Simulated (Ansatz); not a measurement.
# Sb: how the settings move a single-point run

Aim: see which settings change the result for Sb, by how much, and at what cost.

Computed with Ansatz 0.2.0 (reference: DFT, PBE, all-electron PAW with datasets made for the crystal, scalar-relativistic, unless a step's input says otherwise).

1 further run of the same task is left out (it didn't finish).

### 1 Starting point

The structure is hexagonal, space group P6_3/mmc (No. 194). Conventional cell: a = 3.323 Å, b = 3.323 Å, c = 5.258 Å, α = 90.00°, β = 90.00°, γ = 120.00°. Around Sb (site symmetry -6m2) lie 12 Sb at 3.25 to 3.32 Å.

Coordinates:

```xyz
2
Lattice="3.3235 0.0000 0.0000 -1.6617 2.8782 0.0000 0.0000 0.0000 5.2580" Properties=species:S:1:pos:R:3 pbc="T T T"
Sb    0.0000    1.9188    1.3145
Sb    1.6617    0.9594    3.9435
```

### 2 Baseline

input.yaml

```yaml
crystal:
  lattice:
    - [3.3234675684, 0.0, 0.0]
    - [-1.6617337843, 2.8782073429, 0.0]
    - [0.0, 0.0, 5.2579641425]
  atoms:
    - { symbol: Sb, position: [0.3333333333, 0.6666666667, 0.25] }
    - { symbol: Sb, position: [0.6666666667, 0.3333333333, 0.75] }
kpoints:
  mp_grid: { grid: [12, 12, 7] }
scf:
  occupations: { method: fermi_dirac, width: 0.05 }
hamiltonian:
  xc: pbe
  pseudopotentials: { kind: all_electron, datasets: crystal }
output:
  forces: true
  stress: true
  eigenvalues: true
  efg: { contact_densities: true }
```

On the command line:

```sh
ansatz run input.yaml --threads 1 --pin off --max-ram 2048MiB --backend cpu --events-out ev --progress --plain --runs-dir out
```

### 3 Variant: mp_grid.shift [0.5, 0.5, 0.5]

Changes to input.yaml since step 2:

```diff
@@ -9,3 +9,3 @@
 kpoints:
-  mp_grid: { grid: [12, 12, 7] }
+  mp_grid: { grid: [12, 12, 7], shift: [0.5, 0.5, 0.5] }
 scf:
```

**Question.** What will these runs give? Wanted: for each run, ending; energy change; pressure; gap; force.

The runs gave:

| run | ending | energy change | pressure (GPa) | gap (eV) | force (eV/Å) | cycles | time |
| --- | --- | --- | --- | --- | --- | --- | --- |
| reference | converged | 0 | 6.3 | 0.00 | 0.00 | 6 | 7.3 s |
| 1: mp_grid.shift [0.5, 0.5, 0.5] | converged | +4.5 meV/atom | 6.4 | 0.00 | 0.02 | 8 | 18 s |

Residual by cycle in the longest SCF loop of each run; runs are numbered as in the table. The quantity is the density residual dr2, in eV.

| cycle | reference | run 1 |
| --- | --- | --- |
| 1 | 0.0447 | 0.044 |
| 2 | 0.0187 | 0.0184 |
| 3 | 7.8e-5 | 8.1e-5 |
| 4 | 3.0e-5 | 3.0e-5 |
| 5 | 2.5e-7 | 2.1e-6 |
| 6 | 3.2e-9 | 3.2e-7 |
| 7 | - | 8.7e-8 |
| 8 | - | 6.1e-9 |

Changing the k-point mesh moves the energy by +4.5 meV/atom, and the largest force goes from 0.00 to 0.02 eV/Å. Sampling errors of the energy have no fixed sign. Cost: 8 SCF cycles against 6, 18 s against 7.3 s. Semilocal functionals close small gaps, so the missing gap need not be the real solid's.
